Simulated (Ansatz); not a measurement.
# Preparing GaN (P6_3mc) as a host crystal, part 3 of 3

Before any defect goes in: GaN (P6_3mc) at rest, and how it screens a charge.

Ansatz 0.2.0; plane-wave PAW DFT, PBEsol; relaxation of the host's cell and atoms; PAW set soft_1 (the session's first sound run).

So far. Step 3 (Dielectric tensors of the host): The principal values of the electronic dielectric tensor are 5.83, 5.83 and 6.02. The principal values of the static dielectric tensor are 10.10, 10.10 and 11.18.

## Step 8: Defect free supercell at the quarter point

Level of this step: plane-wave PAW DFT, PBEsol; single point of the defect-free host, a test of the k-point sampling; PAW set soft_1 (Ansatz).

The supercell is run at one point off the zone centre, to see how far that sampling misses the dense mesh.

Input file pristine.sampling_quarter/input.yaml:

```yaml
crystal:
  lattice:
    - [9.5485857167, 0.0, 0.0]
    - [-4.7742928584, 8.2693178009, 0.0]
    - [0.0, 0.0, 10.3709242658]
  atoms:
    - { symbol: Ga, position: [0.2222222222, 0.1111111111, 0.2495896211] }
    - { symbol: Ga, position: [0.1111111111, 0.2222222222, 0.4995896211] }
    - { symbol: "N", position: [0.2222222222, 0.1111111111, 0.4379103789] }
    - { symbol: "N", position: [0.1111111111, 0.2222222222, 0.1879103789] }
    - { symbol: Ga, position: [0.2222222222, 0.1111111111, 0.7495896211] }
    - { symbol: Ga, position: [0.1111111111, 0.2222222222, 0.9995896211] }
    - { symbol: "N", position: [0.2222222222, 0.1111111111, 0.9379103789] }
    - { symbol: "N", position: [0.1111111111, 0.2222222222, 0.6879103789] }
    - { symbol: Ga, position: [0.2222222222, 0.4444444444, 0.2495896211] }
    - { symbol: Ga, position: [0.1111111111, 0.5555555556, 0.4995896211] }
    - { symbol: "N", position: [0.2222222222, 0.4444444444, 0.4379103789] }
    - { symbol: "N", position: [0.1111111111, 0.5555555556, 0.1879103789] }
    - { symbol: Ga, position: [0.2222222222, 0.4444444444, 0.7495896211] }
    - { symbol: Ga, position: [0.1111111111, 0.5555555556, 0.9995896211] }
    - { symbol: "N", position: [0.2222222222, 0.4444444444, 0.9379103789] }
    - { symbol: "N", position: [0.1111111111, 0.5555555556, 0.6879103789] }
    - { symbol: Ga, position: [0.2222222222, 0.7777777778, 0.2495896211] }
    - { symbol: Ga, position: [0.1111111111, 0.8888888889, 0.4995896211] }
    - { symbol: "N", position: [0.2222222222, 0.7777777778, 0.4379103789] }
    - { symbol: "N", position: [0.1111111111, 0.8888888889, 0.1879103789] }
    - { symbol: Ga, position: [0.2222222222, 0.7777777778, 0.7495896211] }
    - { symbol: Ga, position: [0.1111111111, 0.8888888889, 0.9995896211] }
    - { symbol: "N", position: [0.2222222222, 0.7777777778, 0.9379103789] }
    - { symbol: "N", position: [0.1111111111, 0.8888888889, 0.6879103789] }
    - { symbol: Ga, position: [0.5555555556, 0.1111111111, 0.2495896211] }
    - { symbol: Ga, position: [0.4444444444, 0.2222222222, 0.4995896211] }
    - { symbol: "N", position: [0.5555555556, 0.1111111111, 0.4379103789] }
    - { symbol: "N", position: [0.4444444444, 0.2222222222, 0.1879103789] }
    - { symbol: Ga, position: [0.5555555556, 0.1111111111, 0.7495896211] }
    - { symbol: Ga, position: [0.4444444444, 0.2222222222, 0.9995896211] }
    - { symbol: "N", position: [0.5555555556, 0.1111111111, 0.9379103789] }
    - { symbol: "N", position: [0.4444444444, 0.2222222222, 0.6879103789] }
    - { symbol: Ga, position: [0.5555555556, 0.4444444444, 0.2495896211] }
    - { symbol: Ga, position: [0.4444444444, 0.5555555556, 0.4995896211] }
    - { symbol: "N", position: [0.5555555556, 0.4444444444, 0.4379103789] }
    - { symbol: "N", position: [0.4444444444, 0.5555555556, 0.1879103789] }
    - { symbol: Ga, position: [0.5555555556, 0.4444444444, 0.7495896211] }
    - { symbol: Ga, position: [0.4444444444, 0.5555555556, 0.9995896211] }
    - { symbol: "N", position: [0.5555555556, 0.4444444444, 0.9379103789] }
    - { symbol: "N", position: [0.4444444444, 0.5555555556, 0.6879103789] }
    - { symbol: Ga, position: [0.5555555556, 0.7777777778, 0.2495896211] }
    - { symbol: Ga, position: [0.4444444444, 0.8888888889, 0.4995896211] }
    - { symbol: "N", position: [0.5555555556, 0.7777777778, 0.4379103789] }
    - { symbol: "N", position: [0.4444444444, 0.8888888889, 0.1879103789] }
    - { symbol: Ga, position: [0.5555555556, 0.7777777778, 0.7495896211] }
    - { symbol: Ga, position: [0.4444444444, 0.8888888889, 0.9995896211] }
    - { symbol: "N", position: [0.5555555556, 0.7777777778, 0.9379103789] }
    - { symbol: "N", position: [0.4444444444, 0.8888888889, 0.6879103789] }
    - { symbol: Ga, position: [0.8888888889, 0.1111111111, 0.2495896211] }
    - { symbol: Ga, position: [0.7777777778, 0.2222222222, 0.4995896211] }
    - { symbol: "N", position: [0.8888888889, 0.1111111111, 0.4379103789] }
    - { symbol: "N", position: [0.7777777778, 0.2222222222, 0.1879103789] }
    - { symbol: Ga, position: [0.8888888889, 0.1111111111, 0.7495896211] }
    - { symbol: Ga, position: [0.7777777778, 0.2222222222, 0.9995896211] }
    - { symbol: "N", position: [0.8888888889, 0.1111111111, 0.9379103789] }
    - { symbol: "N", position: [0.7777777778, 0.2222222222, 0.6879103789] }
    - { symbol: Ga, position: [0.8888888889, 0.4444444444, 0.2495896211] }
    - { symbol: Ga, position: [0.7777777778, 0.5555555556, 0.4995896211] }
    - { symbol: "N", position: [0.8888888889, 0.4444444444, 0.4379103789] }
    - { symbol: "N", position: [0.7777777778, 0.5555555556, 0.1879103789] }
    - { symbol: Ga, position: [0.8888888889, 0.4444444444, 0.7495896211] }
    - { symbol: Ga, position: [0.7777777778, 0.5555555556, 0.9995896211] }
    - { symbol: "N", position: [0.8888888889, 0.4444444444, 0.9379103789] }
    - { symbol: "N", position: [0.7777777778, 0.5555555556, 0.6879103789] }
    - { symbol: Ga, position: [0.8888888889, 0.7777777778, 0.2495896211] }
    - { symbol: Ga, position: [0.7777777778, 0.8888888889, 0.4995896211] }
    - { symbol: "N", position: [0.8888888889, 0.7777777778, 0.4379103789] }
    - { symbol: "N", position: [0.7777777778, 0.8888888889, 0.1879103789] }
    - { symbol: Ga, position: [0.8888888889, 0.7777777778, 0.7495896211] }
    - { symbol: Ga, position: [0.7777777778, 0.8888888889, 0.9995896211] }
    - { symbol: "N", position: [0.8888888889, 0.7777777778, 0.9379103789] }
    - { symbol: "N", position: [0.7777777778, 0.8888888889, 0.6879103789] }
basis:
  ecutwfc: 420
  xc_grid: 2
hamiltonian:
  xc: pbesol
  pseudopotentials: { kind: paw, azcp: { folder: soft_1 }, xc_functional: pbe }
kpoints:
  mp_grid: { grid: [1, 1, 1], shift: [0.25, 0.25, 0.25] }
scf:
  occupations: { method: fermi_dirac, width: 0.01 }
  max_iter: 100
  lower_state_search: "off"
checkpoint:
  write: "../pristine.sampling_quarter.run"
  compress: false
  write_wavefunctions: false
  write_every: 100000
```

The run is started by

```
> ansatz run input.yaml --threads 32 --pin off --max-ram 84787MiB --backend cuda --events-out ev --progress --plain --runs-dir out --max-vram 78GiB
```

Numbers of over 12 decimals in the logs are rounded to 6 here.

The log of the run:

```text
[...]
GPU FFT provider: cuFFT
GPU libraries: cuBLAS 13.8.1, cuFFT 12.4.0, cuSOLVER 12.3.2
[...]
Crystal: 72 atoms, lattice volume = 818.891 Å³
Basis set: ecut = 420 eV, 15995 PW (Γ), exchange–correlation on 128×128×144 points (8 copies of the dense FFT grid, shifted against one another)
Bands: 396, of which v1, the nominal top of the filled ones, is band 324 counted from 1 (323 counted from 0)
Symmetry: 36 space group operations
k-points: 1
[...]
GPU buffer pool allocated for 294912 grid points (all kernels)
[...]
SCF iter   1: F=—  HF=-148444.620115 eV  |Δ(HF+E_count)|=         —  Δρ=1.03e-1  dr2=7.39e1  Hψ=1220
[...]
SCF iter  10: F=-148424.353303 eV  HF=-148424.353303 eV  |Δ(HF+E_count)|=   1.08e-8  Δρ=4.25e-7  dr2=1.07e-9  Hψ=1130
SCF 1 converged in 10 iterations: F = -148424.353303 eV  dr2 = 1.07e-9
[...]
SCF converged after 10 iterations
Free energy (F): -148424.353303 eV
[...]
Internal energy: -148424.353303 eV  (E = F + TS)
E sigma→0 (E₀):  -148424.353303 eV
Fermi energy:    11.116621 eV
[...]
```

Elapsed: 1.3 s, on 1 × NVIDIA GB200 with 32 threads of Arm Neoverse V2, shared host; peak memory 1.2 GiB.

## Step 9: Summary of results

```yaml
primitive_cell_vectors_lengths: 3.183, 3.183, 5.185 Å
electronic_dielectric_constant: principal values (5.83, 5.83, 6.02)
static_dielectric_constant: principal values (10.10, 10.10, 11.18)
gap_on_the_k_mesh_of_the_response_run_pbesol: 1.88 eV
supercell_relaxed_in_its_symmetry_less_the_displaced_and_relaxed_one: 0.000 eV
energy_an_atom_at_the_zone_centre_alone_less_that_on_the_dense_mesh: 0.078 eV
energy_an_atom_at_one_point_at_less_that_on_the_dense_mesh: -0.024 eV
```

Step 5: The energy fell by 2.286 eV from the randomly displaced start; the atoms end within 0.005 Å of the sites as typed, once the mean shift is taken out. The displaced cell ends within 0.01 eV of the symmetric one relaxed in its symmetry, so no lower structure shows in this supercell. The k-mesh can miss the band edges, so this gap is an upper bound at this level. All at zero temperature.

[Logs are printed without paths, hosts, clocks, repeated set-up lines and the standing remarks that a program may print on its own settings, such as how far it seeks lower states.]

[Hosts, paths, dates, database ids (printed as entryN), source tags and the programs' standing remarks are cut or masked in the printed files.]

[Runs of the host that timed out are not shown.]

[For some hosts the program warned that the k-mesh of the response run may be too coarse for force constants and the static dielectric constant; such warnings are not always shown.]

[The program warned that the k-mesh of a response run behind this text may be too coarse: force constants, and the static dielectric constant and all else formed from them, are not shown converged.]
